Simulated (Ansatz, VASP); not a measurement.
# SiO2 (Stishovite): VASP beside Ansatz

File POSCAR:

```
SiO2
1.0
    4.1851894808      0.0000000000      0.0000000000
    0.0000000000      4.1851894808      0.0000000000
    0.0000000000      0.0000000000      2.6688395721
Si O
2 4
Direct
    0.0000000000      0.0000000000      0.0000000000
    0.5000000000      0.5000000000      0.5000000000
    0.3061010378      0.3061010378      0.0000000000
    0.1938989622      0.8061010378      0.5000000000
    0.6938989622      0.6938989622      0.0000000000
    0.8061010378      0.1938989622      0.5000000000
```

INCAR.step1

```
SYSTEM = SiO2
PREC = Accurate
ENCUT = 520
ISMEAR = 0
SIGMA = 0.01
LREAL = .False.
LASPH = .True.
NELM = 80
NBANDS = 25
GGA = PE
ALGO = Normal
EDIFF = 1E-4
LWAVE = .True.
LCHARG = .False.
```

Contents of INCAR.step2:

```
SYSTEM = SiO2
PREC = Accurate
ENCUT = 520
EDIFF = 1E-7
ISMEAR = 0
SIGMA = 0.01
LREAL = .False.
LASPH = .True.
NELM = 80
ALGO = Normal
ISIF = 2
LWAVE = .False.
LCHARG = .False.
METAGGA = R2SCAN
LMIXTAU = .True.
NBANDS = 25
ISTART = 1
```

KPOINTS

```
Automatic mesh
0
Gamma
  6 6 10
  0 0 0
```

Input for Ansatz:

```yaml
crystal:
  lattice:
    - [4.1851894808, 0.0, 0.0]
    - [0.0, 4.1851894808, 0.0]
    - [0.0, 0.0, 2.6688395721]
  atoms:
    - { symbol: Si, position: [0.0, 0.0, 0.0] }
    - { symbol: Si, position: [0.5, 0.5, 0.5] }
    - { symbol: O, position: [0.3061010378, 0.3061010378, 0.0] }
    - { symbol: O, position: [0.1938989622, 0.8061010378, 0.5] }
    - { symbol: O, position: [0.6938989622, 0.6938989622, 0.0] }
    - { symbol: O, position: [0.8061010378, 0.1938989622, 0.5] }
kpoints:
  mp_grid: { grid: [6, 6, 10] }
  band_path:
    path:
      - [0.0, 0.0, 0.0]
      - [0.0, 0.5, 0.0]
      - [0.5, 0.5, 0.0]
      - [0.0, 0.0, 0.5]
      - [0.0, 0.5, 0.5]
      - [0.5, 0.5, 0.5]
    npoints: 1
hamiltonian:
  xc: r2scan
scf:
  occupations: { method: fixed }
  n_extra_bands: 5
output:
  forces: true
  stress: true
  eigenvalues: true
```

Alike in both runs: task single point; functional r2SCAN; k mesh 6 × 6 × 10; no spin polarisation.

```csv
,VASP,Ansatz
version,VASP 6.6.1,Ansatz 0.2.0
potentials or method,"VASP PAW PBE potentials, release 64 (Si, O)","plane waves, PAW"
plane-wave cutoff (eV),520,500
occupations,"gaussian, width 0.01 eV",fixed
valence electrons in the cell,32,32
```

|  | VASP | Ansatz | Ansatz less VASP |
| --- | --- | --- | --- |
| gap on the k mesh at the Fermi level (eV) | 6.51 | 6.51 | +0.003 |
| pressure (GPa) | 0.4 | 0.0 | -0.41 |
| largest component of the traceless stress (GPa) | 0.60 | 0.00 | -0.597 |
| rms of the force components (eV/Å) | 0.010 | 0.000 | -0.0101 |

Atom by atom the forces differ by 0.010 eV/Å (rms over components).

Caveats: the PAW data sets were made with another functional, which shifts forces and pressure a little (VASP). r2SCAN opens gaps a little over a GGA but as a rule still falls short of measured ones. A k mesh can miss the band edges.
